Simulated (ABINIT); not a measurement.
Runs of ABINIT 10.8.3 (patched build) on Ti. It takes space group Im-3m (No. 229, cubic). The conventional cell has a = 3.282 Å, b = 3.282 Å, c = 3.282 Å, α = 90.00°, β = 90.00°, γ = 90.00°. Ti (site symmetry m-3m) is surrounded by 8 Ti at 2.84 Å. This isn't the form of Ti at room conditions, which is hcp.

| smearing | gap on the mesh (eV) | pressure (GPa) |
| --- | --- | --- |
| cold-b (ABINIT) 0.2 eV | none | -2.4 |
| methfessel-paxton 0.2 eV | none | -2.4 |
| fermi-dirac 0.2 eV | none | -0.8 |
| gaussian 0.2 eV | none | (a) |
| cold (ABINIT) 0.2 eV | none | -2.4 |

Alike in all rows: task single point; level PBE; potentials or basis JTH PAW PBE v2.0; no spin polarisation; cell as given; k mesh 11 × 11 × 11; cutoff (eV) 408.

Q: Estimate the missing entries.

A: (a) -2.1.

A gap of «none» marks a metal or a gap under the smearing width.
